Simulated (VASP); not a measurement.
# Rb (Im-3m) in VASP: further runs, part 2 of 2

VASP 6.6.1. Earlier steps stand in the parts before.

## 4. Relaxation of cell and atoms, LDA

This run uses another cell than the first one, of 77.93 Å³/atom, 0.820 times its volume.

INCAR reads:

```
SYSTEM = Rb
ALGO     = Normal         ! electronic algorithm
EDIFF    = 1E-7           ! SCF threshold, eV
EDIFFG   = -0.005         ! ionic threshold
ENCUT    = 600            ! plane-wave cutoff, eV
GGA      = CA             ! functional
IBRION   = 2              ! ionic algorithm
ISIF     = 3              ! what is computed and relaxed
ISMEAR   = 1              ! smearing method
LASPH    = .TRUE.         ! aspherical terms in the spheres
LCHARG   = .FALSE.        ! write CHGCAR
LREAL    = .FALSE.        ! projectors in reciprocal space
LWAVE    = .FALSE.        ! write WAVECAR
NELM     = 80             ! most SCF steps
NSW      = 90             ! ionic steps
PREC     = Accurate       ! precision mode
SIGMA    = 0.1            ! smearing width, eV
```

KPOINTS reads:

```
k-points
0
G
  12 12 12
  0 0 0
```

POSCAR reads:

```
Rb                                      
1.0
   -2.6907894599      2.6907894599      2.6907894599
    2.6907894599     -2.6907894599      2.6907894599
    2.6907894599      2.6907894599     -2.6907894599
  Rb            
     1
Direct
     0.0000000000000000    0.0000000000000000    0.0000000000000000
```

Potentials or basis: VASP PAW LDA potentials, release 64 (Rb_sv).

Command:

```
$ cat potpaw_LDA.64/Rb_sv/POTCAR > POTCAR
$ mpirun -np 1 vasp_std > vasp.out
```

OUTCAR:

```text
SYSTEM = Rb
   EDIFF = 1E-7
   EDIFFG = -0.005
   ENCUT = 600
   GGA = CA
   IBRION = 2
   ISIF = 3
   ISMEAR = 1
   LASPH = .TRUE.
   LREAL = .FALSE.
   NELM = 80
   NSW = 90
   PREC = Accurate

 ion  position               nearest neighbor table
   1  0.000  0.000  0.000-

  LATTYP: Found a body centered cubic cell.
 ALAT       =     5.3815789198

  Lattice vectors:

 A1 = (  -2.6907894599,   2.6907894599,   2.6907894599)
 A2 = (   2.6907894599,  -2.6907894599,   2.6907894599)
 A3 = (   2.6907894599,   2.6907894599,  -2.6907894599)

Analysis of symmetry for initial positions (statically):
=====================================================================
 Subroutine PRICEL returns:
 Original cell was already a primitive cell.

 Routine SETGRP: Setting up the symmetry group for a
 body centered cubic supercell.

 Subroutine GETGRP returns: Found 48 space group operations
 (whereof 48 operations were pure point group operations)
 out of a pool of 48 trial point group operations.

The static configuration has the point symmetry O_h .

Analysis of symmetry for dynamics (positions and initial velocities):
=====================================================================
 Subroutine PRICEL returns:
 Original cell was already a primitive cell.

 Routine SETGRP: Setting up the symmetry group for a
 body centered cubic supercell.

 Subroutine GETGRP returns: Found 48 space group operations
 (whereof 48 operations were pure point group operations)
 out of a pool of 48 trial point group operations.

The dynamic configuration has the point symmetry O_h .

 Subroutine INISYM returns: Found 48 space group operations
 (whereof 48 operations are pure point group operations),
 and found     1 'primitive' translations

----------------------------------------------------------------------------------------

                                     Primitive cell

  volume of cell :      77.9290

  direct lattice vectors                    reciprocal lattice vectors
[... 110 lines left out ...]
   GGA     = CA    functional components
   LHFCALC =     F    Hartree Fock is set to
   AEXX    =    0.0000 exact exchange contribution
   IVDW    =     0    specifies the selected vdW correction
   LEPSILON=     F    determine dielectric tensor
   LRPA    =     F    only Hartree local field effects (RPA)
 conjugate gradient relaxation of ions
 non-spin polarized calculation
 Methfessel and Paxton  Order N= 1 SIGMA  =   0.10
  energy-cutoff  :      600.00
  volume of cell :       77.93
 maximum number of plane-waves:      2624
 NGX is ok and might be reduce to    40
   NGX = 19   NGY = 19   NGZ = 19

 number of electron       9.0000000 magnetization

 Free energy of the ion-electron system (eV)
  ---------------------------------------------------
  ext. energy  EPLUGINS =         0.00000000
  ---------------------------------------------------
  free energy    TOTEN  =        -1.05793536 eV

  energy without entropy =       -1.05723836  energy(sigma->0) =       -1.05770303

 E-fermi :   0.1475     XC(G=0):  -6.0882

 val. band max:        0.1446927034   @ k =   0.2500   0.2500   0.0000
 cond. band min:       0.1777961656   @ k =   0.3333   0.1667   0.0000
 fundamental gap:      0.0331034621
 Fermi energy:         0.1474984655

 k-point     1 :       0.0000    0.0000    0.0000
  band No.  band energies     occupation
      1     -28.5694      2.00000
      2     -12.6487      2.00000
      3     -12.6487      2.00000
      4     -12.6487      2.00000
      5      -2.0470      2.00000
      6       3.8651      0.00000
      7       3.8651      0.00000
      8       3.8651      0.00000
[... 243 lines left out ...]
 k-point    24 :       0.4167    0.0833    0.0833
  band No.  band energies     occupation
      1     -28.5601      2.00000
      2     -12.8046      2.00000
      3     -12.7102      2.00000
      4     -12.6599      2.00000
      5       0.5143     -0.00000
      6       1.1530     -0.00000
      7       2.4149      0.00000
      8       4.5128      0.00000

 [... further k-points ...]

------------------------ aborting loop because EDIFF is reached ----------------------------------------

  FORCE on cell =-STRESS in cart. coord.  units (eV):
  Direction    XX          YY          ZZ          XY          YZ          ZX
  --------------------------------------------------------------------------------------
  -------------------------------------------------------------------------------------
  Total       -0.0028634     -0.0028634     -0.0028634     -0.0000000      0.0000000     -0.0000000
  in kB       -0.0588695     -0.0588695     -0.0588695     -0.0000000      0.0000000     -0.0000000
  external PRESSURE =      -0.0588695 kB  Pullay stress =       0.0000000 kB

 VOLUME and BASIS-vectors are now :
 -----------------------------------------------------------------------------
  energy-cutoff  :      600.00
  volume of cell :       77.93
      direct lattice vectors                 reciprocal lattice vectors
    -2.690789460  2.690789460  2.690789460     0.000000000  0.185819072  0.185819072
     2.690789460 -2.690789460  2.690789460     0.185819072  0.000000000  0.185819072
     2.690789460  2.690789460 -2.690789460     0.185819072  0.185819072  0.000000000

 POSITION                                       TOTAL-FORCE (eV/Angst)
 -----------------------------------------------------------------------------------
      0.00000      0.00000      0.00000        -0.000000      0.000000     -0.000000
 -----------------------------------------------------------------------------------
    total drift:                               -0.000000      0.000000     -0.000000

  FREE ENERGIE OF THE ION-ELECTRON SYSTEM (eV)
  ---------------------------------------------------
  free  energy   TOTEN  =        -1.0579353621 eV

  energy  without entropy=       -1.0572383577  energy(sigma->0) =       -1.05770303

 reached required accuracy - stopping structural energy minimisation
```

Run time: 33 s. Hardware: 1 thread of Intel Xeon Platinum 8488C (Sapphire Rapids), shared host; peak memory 0.21 GiB.

What came out:

```
Free energy             : -1.0579 eV
Pressure after relaxing : 0.0 GPa
Band gap on the k mesh  : none (metal or under the smearing width)
```

Final structure:
```
Rb
1.0
    -2.69079    2.69079    2.69079
     2.69079   -2.69079    2.69079
     2.69079    2.69079   -2.69079
Rb
1
Direct
  0.00000 0.00000 0.00000
```

Levels at points of the mesh, in eV from the Fermi level:
```
           k point  band 1  band 2  band 3  band 4  band 5  band 6  band 7  band 8
(0.00, 0.00, 0.00)  -28.72  -12.80  -12.80  -12.80   -2.19    3.72    3.72    3.72
(0.50, 0.00, 0.00)  -28.71  -12.96  -12.85  -12.80    0.16    0.97    2.55    4.49
(0.50, 0.50, 0.50)  -28.70  -12.91  -12.91  -12.91    1.16    1.16    3.68    3.68
```

Caveat: the relaxation stopped at its first step, so nothing moved.

## 5. Relaxation of cell and atoms, PBE+D3(BJ)

This run uses another cell than the first one, of 88.04 Å³/atom, 0.927 times its volume.

INCAR reads:

```
ALGO     = Normal         # electronic algorithm
EDIFF    = 1E-6           # SCF threshold, eV
EDIFFG   = -0.01          # ionic threshold
ENCUT    = 600            # plane-wave cutoff, eV
GGA      = PE             # functional
IBRION   = 2              # ionic algorithm
ISIF     = 3              # what is computed and relaxed
ISMEAR   = 1              # smearing method
IVDW     = 12             # dispersion correction
LASPH    = T              # aspherical terms in the spheres
LCHARG   = F              # write CHGCAR
LREAL    = F              # projectors in reciprocal space
LWAVE    = F              # write WAVECAR
NELM     = 80             # most SCF steps
NSW      = 90             # ionic steps
PREC     = Accurate       # precision mode
SIGMA    = 0.1            # smearing width, eV
```

KPOINTS reads:

```
k-points
0
Gamma
  12 12 12
```

POSCAR reads:

```
Rb
1.0
   -2.8025000000      2.8025000000      2.8025000000
    2.8025000000     -2.8025000000      2.8025000000
    2.8025000000      2.8025000000     -2.8025000000
Rb
1
Direct
    0.0000000000      0.0000000000      0.0000000000
```

Potentials or basis: VASP PAW PBE potentials, release 64 (Rb_sv).

Command:

```
$ cat potpaw_PBE.64/Rb_sv/POTCAR > POTCAR
$ mpirun -np 1 vasp_std > vasp.out
```

OUTCAR:

```text
EDIFF = 1E-6
   EDIFFG = -0.01
   ENCUT = 600
   GGA = PE
   IBRION = 2
   ISIF = 3
   ISMEAR = 1
   IVDW = 12
   LASPH = T
   LREAL = F
   NELM = 80
   NSW = 90
   PREC = Accurate
 IVDW          = 12

 ion  position               nearest neighbor table
   1  0.000  0.000  0.000-

  LATTYP: Found a body centered cubic cell.
 ALAT       =     5.6050000000

  Lattice vectors:

 A1 = (  -2.8025000000,   2.8025000000,   2.8025000000)
 A2 = (   2.8025000000,  -2.8025000000,   2.8025000000)
 A3 = (   2.8025000000,   2.8025000000,  -2.8025000000)

Analysis of symmetry for initial positions (statically):
=====================================================================
 Subroutine PRICEL returns:
 Original cell was already a primitive cell.

 Routine SETGRP: Setting up the symmetry group for a
 body centered cubic supercell.

 Subroutine GETGRP returns: Found 48 space group operations
 (whereof 48 operations were pure point group operations)
 out of a pool of 48 trial point group operations.
[... 245 lines left out ...]
  ext. energy  EPLUGINS =         0.00000000
  ---------------------------------------------------
  free energy    TOTEN  =        -0.93162019 eV

  energy without entropy =       -0.93090599  energy(sigma->0) =       -0.93138213

 E-fermi :   0.1407     XC(G=0):  -5.6114

 val. band max:        0.1333491171   @ k =   0.2500   0.2500   0.0000
 cond. band min:       0.1767735938   @ k =   0.3333   0.1667  -0.0000
 fundamental gap:      0.0434244767
 Fermi energy:         0.1406762694

 k-point     1 :       0.0000    0.0000    0.0000
  band No.  band energies     occupation
      1     -28.7247      2.00000
      2     -12.7604      2.00000
      3     -12.7604      2.00000
      4     -12.7604      2.00000
      5      -1.9028      2.00000
      6       3.8828      0.00000
      7       3.8828      0.00000
      8       3.8828      0.00000
[... 243 lines left out ...]
 k-point    24 :       0.4167    0.0833    0.0833
  band No.  band energies     occupation
      1     -28.7190      2.00000
      2     -12.8695      2.00000
      3     -12.8039      2.00000
      4     -12.7681      2.00000
      5       0.5582     -0.00000
      6       1.0209     -0.00000
      7       2.4397      0.00000
      8       4.3452      0.00000

 [... further k-points ...]

------------------------ aborting loop because EDIFF is reached ----------------------------------------

 Edisp (eV)   -0.10782

 E8    (eV) :    -0.0618
[... 24 lines left out ...]
  FREE ENERGIE OF THE ION-ELECTRON SYSTEM (eV)
  ---------------------------------------------------
  free  energy   TOTEN  =        -1.0394403685 eV

  energy  without entropy=       -1.0387261692  energy(sigma->0) =       -1.03920230

 reached required accuracy - stopping structural energy minimisation
```

OSZICAR:

```text
N       E                     dE             d eps       ncg     rms          rms(c)
DAV:   1     0.500066861309E+02    0.50007E+02   -0.36854E+03  1152   0.932E+02
DAV:   2     0.171408844576E+01   -0.48293E+02   -0.47761E+02  1320   0.142E+02
[... 19 lines left out ...]
DAV:   1    -0.952475398530E+00   -0.19181E-01   -0.50921E-01  1168   0.536E+00    0.669E-01
DAV:   2    -0.936392975673E+00    0.16082E-01   -0.37807E-02  1168   0.165E+00    0.328E-01
DAV:   3    -0.931410927655E+00    0.49820E-02   -0.26771E-02  1720   0.103E+00    0.675E-02
DAV:   4    -0.931495579954E+00   -0.84652E-04   -0.39598E-04  1392   0.205E-01    0.388E-02
DAV:   5    -0.931617328957E+00   -0.12175E-03   -0.98255E-05  1888   0.114E-01    0.239E-02
DAV:   6    -0.931621164199E+00   -0.38352E-05   -0.10035E-05  2008   0.313E-02    0.268E-03
DAV:   7    -0.931620193967E+00    0.97023E-06   -0.95794E-07   808   0.126E-02
   3 F= -.10394404E+01 E0= -.10392023E+01  d E =-.637691E-03
```

Wall time 81 s (1 thread of Intel Xeon Platinum 8259CL at 2.50GHz (Skylake/Cascade Lake), shared host); peak memory 0.29 GiB.

What came out:

| Quantity | Value |
| --- | --- |
| Free energy | -1.0394 eV |
| Relaxed volume | 85.76 Å³/atom |
| Relaxed cell | a = 4.812 Å, b = 4.812 Å, c = 4.812 Å, α = 109.47°, β = 109.47°, γ = 109.47° |
| Space group after relaxing (to 0.05 Å) | Im-3m (No. 229) |
| Energy gained by relaxing | 0.6 meV/atom |
| Ionic steps | 3 |
| Pressure after relaxing | 0.0 GPa |
| Band gap on the k mesh | none (metal or under the smearing width) |
| Dispersion energy per atom | -0.108 eV |

Step by step:
| step | energy change (eV) | largest force (eV/Å) | pressure (GPa) | volume (Å³) |
| --- | --- | --- | --- | --- |
| 1 | 0.0000 | 0.0000 | -0.08 | 88.04 |
| 2 | -0.0003 | 0.0000 | -0.06 | 87.47 |
| 3 | -0.0006 | 0.0000 | 0.00 | 85.76 |

Final structure:
```cif
data_structure
_symmetry_space_group_name_H-M 'P 1'
_symmetry_Int_Tables_number 1
_cell_length_a 4.8117
_cell_length_b 4.8117
_cell_length_c 4.8117
_cell_angle_alpha 109.471
_cell_angle_beta 109.471
_cell_angle_gamma 109.471
_cell_volume 85.76
loop_
_atom_site_label
_atom_site_type_symbol
_atom_site_fract_x
_atom_site_fract_y
_atom_site_fract_z
_atom_site_occupancy
Rb1 Rb 0.00000 0.00000 0.00000 1
```

Caveat: pairwise dispersion overbinds metals, which lowers pressure and volume.

## 6. Summary

```csv
level,potentials or basis,gap on the mesh (eV),pressure (GPa)
r2SCAN,"VASP PAW PBE potentials, release 64 (Rb_sv)",none,0.0
LDA,"VASP PAW LDA potentials, release 64 (Rb_sv)",none,0.0
PBE+D3(BJ),"VASP PAW PBE potentials, release 64 (Rb_sv)",none,0.0
```

Alike in all rows: task relaxation of cell and atoms; no spin polarisation; cell relaxed; k mesh 12 × 12 × 12; cutoff (eV) 600; smearing methfessel-paxton 0.1 eV.

Caveats: the relaxation stopped at its first step, so nothing moved (some runs); the PAW data sets were made with another functional, which shifts forces and pressure a little (some runs); pairwise dispersion overbinds metals, which lowers pressure and volume (some runs).

Absolute energies hang on the potentials; compare differences alone.
